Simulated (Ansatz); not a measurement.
# Ta: a slab and its surfaces, (111), 1 layers

Aim: cut a slab of Ta (111), 1 layers from the relaxed bulk, relax it, and get surface energy and work function. The runs shown use PAW, LAPW, norm-conserving and crystal datasets. Its runs: bulk cell relaxed (PAW); bulk in the slab's orientation (LAPW and PAW); the reference run (LAPW, PAW, norm-conserving and crystal datasets); no relativity (LAPW).

Computed with Ansatz 0.2.0 (DFT PBE, with the methods named in each step, unless a step's input says otherwise).

**1. The system as given**

Symmetry: Im-3m, No. 229, cubic system. The conventional cell has a = 3.321 Å, b = 3.321 Å, c = 3.321 Å, α = 90.00°, β = 90.00°, γ = 90.00°. Ta (site symmetry m-3m) is surrounded by 8 Ta at 2.88 Å.

Coordinates:

```cif
data_structure
_symmetry_space_group_name_H-M 'Im-3m'
_symmetry_Int_Tables_number 229
_cell_length_a 3.3214
_cell_length_b 3.3214
_cell_length_c 3.3214
_cell_angle_alpha 90.000
_cell_angle_beta 90.000
_cell_angle_gamma 90.000
_cell_volume 36.64
loop_
_atom_site_label
_atom_site_type_symbol
_atom_site_symmetry_multiplicity
_atom_site_Wyckoff_symbol
_atom_site_fract_x
_atom_site_fract_y
_atom_site_fract_z
_atom_site_occupancy
Ta1 Ta 2 a 0.00000 0.00000 0.00000 1
```

The file gives the conventional cell by its symmetry; the runs use the cell typed in the input.

**2. Bulk cell relaxed, PAW**

File input.yaml:

```yaml
crystal:
  lattice:
    - [-1.6607199181, 1.6607199181, 1.6607199181]
    - [1.6607199181, -1.6607199181, 1.6607199181]
    - [1.6607199181, 1.6607199181, -1.6607199181]
  atoms:
    - { symbol: Ta, position: [0.0, 0.0, 0.0] }
kpoints:
  mp_grid: { grid: [18, 18, 18] }
scf:
  occupations: { method: fermi_dirac, width: 0.08 }
hamiltonian:
  xc: pbe
  pseudopotentials: { kind: paw }
output:
  forces: true
  stress: true
relax:
  f_tol: 0.005
  max_steps: 40
  cell: {}
```

Run with:

```bash
> ansatz run input.yaml --threads 1 --pin off --max-ram 3584MiB --backend cpu --events-out ev --progress --plain --runs-dir out
```

Further steps of the session: Bulk in the slab's orientation, LAPW; Bulk in the slab's orientation, PAW; Slab as cut, LAPW; Slab as cut, PAW; Slab as cut, norm-conserving; Slab as cut, crystal datasets; No relativity, LAPW.

Before running it: what results should come out? Wanted: surface energy; work function (for each run or level that gives them).

**Answer**, as computed:

```
                             quantity      value
           surface energy (LAPW, cut)  3.56 J/m²
            work function (LAPW, cut)    4.24 eV
            surface energy (PAW, cut)  3.56 J/m²
             work function (PAW, cut)    4.25 eV
 work function (norm-conserving, cut)    4.25 eV
work function (crystal datasets, cut)    4.24 eV
```

What this shows: No relativity moves the work function by -0.12 eV (LAPW). Thickness wasn't converged, and no reconstruction was sought. Spin-orbit coupling is left out, though the cell holds Ta; in elements this heavy it can shift bands and gaps by tenths of an eV.
